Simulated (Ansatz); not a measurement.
# GaP: the cost of one run

Program: Ansatz 0.2.0. Level of theory: DFT PBE, scalar-relativistic, plane waves, PAW. These are calculated values, not measurements.

2 further runs of the same task are left out: 2 set aside as unsound or not needed.

## (1) The system as given

It takes space group F-43m (No. 216, cubic). The conventional cell has a = 5.505 Å, b = 5.505 Å, c = 5.505 Å, α = 90.00°, β = 90.00°, γ = 90.00°. Ga (site symmetry -43m) is surrounded by 4 P at 2.38 Å. P (site symmetry -43m) is surrounded by 4 Ga at 2.38 Å.

Coordinates:

```xyz
2
Lattice="0.0000 2.7525 2.7525 2.7525 0.0000 2.7525 2.7525 2.7525 0.0000" Properties=species:S:1:pos:R:3 pbc="T T T"
Ga    0.0000    0.0000    0.0000
P     4.1288    4.1288    4.1288
```

This cell was relaxed beforehand with the same method: volume 20.85 Å³/atom, gap on the mesh 1.58 eV.

## (2) The reference cell

The reference gives a free energy of -4539.5574 eV, pressure 0.04 GPa, largest force 0.000 eV/Å and gap on the mesh 1.58 eV. It was computed beforehand with the settings of the runs below.

## (3) Setting up biaxial against axial strain

The cell is strained by p along both x and y and by q along z, with fractional coordinates fixed.

## (4) Point p = -0.050, q = -0.050

Contents of input.yaml:

```yaml
crystal:
  lattice:
    - [0.0, 2.6149099718, 2.6149099718]
    - [2.6149099718, 0.0, 2.6149099718]
    - [2.6149099718, 2.6149099718, 0.0]
  atoms:
    - { symbol: Ga, position: [0.0, 0.0, 0.0] }
    - { symbol: P, position: [0.75, 0.75, 0.75] }
basis:
  ecutwfc: 420
kpoints:
  mp_grid: { grid: [8, 8, 8] }
hamiltonian:
  xc: pbe
scf:
  occupations: { method: gaussian, width: 0.05 }
output:
  forces: true
  stress: true
  eigenvalues: true
```

On the command line:

```console
ansatz run input.yaml --threads 2 --pin off --max-ram 5120MiB --backend cpu --events-out ev --progress --plain --runs-dir out
```

What time and memory should one allow on 2 threads of Intel Xeon Platinum 8488C (Sapphire Rapids), shared host?

About 1.1 s, with a peak of 0.33 GiB.
